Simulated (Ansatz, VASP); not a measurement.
**Pd: VASP beside Ansatz**

INCAR

```
PREC = Accurate ; ENCUT = 520
EDIFF = 1E-7 ; ISMEAR = 0
SIGMA = 0.15 ; LREAL = False
LASPH = True ; NELM = 60
ALGO = Normal ; ISIF = 2
LWAVE = False ; LCHARG = False
GGA = PE ; NBANDS = 11
```

KPOINTS

```
regular mesh
0
Gamma
  20 20 20
```

POSCAR

```
Pd
1.0
    0.0000000000      1.9449000000      1.8962775000
    1.9449000000      0.0000000000      1.8962775000
    1.9449000000      1.9449000000      0.0000000000
Pd
1
Direct
    0.0000000000      0.0000000000      0.0000000000
```

Input for Ansatz:

```yaml
crystal:
  lattice:
    - [0.0, 1.9449, 1.8962775]
    - [1.9449, 0.0, 1.8962775]
    - [1.9449, 1.9449, 0.0]
  atoms:
    - { symbol: Pd, position: [0.0, 0.0, 0.0] }
basis:
  ecutwfc: 420
kpoints:
  mp_grid: { grid: [20, 20, 20] }
hamiltonian:
  xc: pbe
scf:
  occupations: { method: gaussian, width: 0.15 }
output:
  forces: true
  stress: true
  eigenvalues: true
```

Change from the starting cell: strain +0.000 along x and y, -0.025 along z, atoms carried along.

Alike in both runs: task single point; functional PBE; k mesh 20 × 20 × 20; occupations gaussian, width 0.15 eV; no spin polarisation.

|  | VASP | Ansatz |
| --- | --- | --- |
| version | VASP 6.6.1 | Ansatz 0.2.0 |
| potentials or method | VASP PAW PBE potentials, release 64 (Pd) | scalar-relativistic, plane waves, PAW |
| plane-wave cutoff (eV) | 520 | 420 |
| valence electrons in the cell | 10 | 18 |

Ansatz gave:

| Item | Value |
| --- | --- |
| gap on the k mesh at the Fermi level (eV) | none |
| pressure (GPa) | 13.4 |
| largest component of the traceless stress (GPa) | 0.96 |

Problem. Which values does VASP return?

Solution. gap on the k mesh at the Fermi level (eV): none; pressure (GPa): 13.0; largest component of the traceless stress (GPa): 0.95.

A gap of «none» marks a metal or a gap that the smearing closes. The two sets of potentials don't hold the same shells in valence.
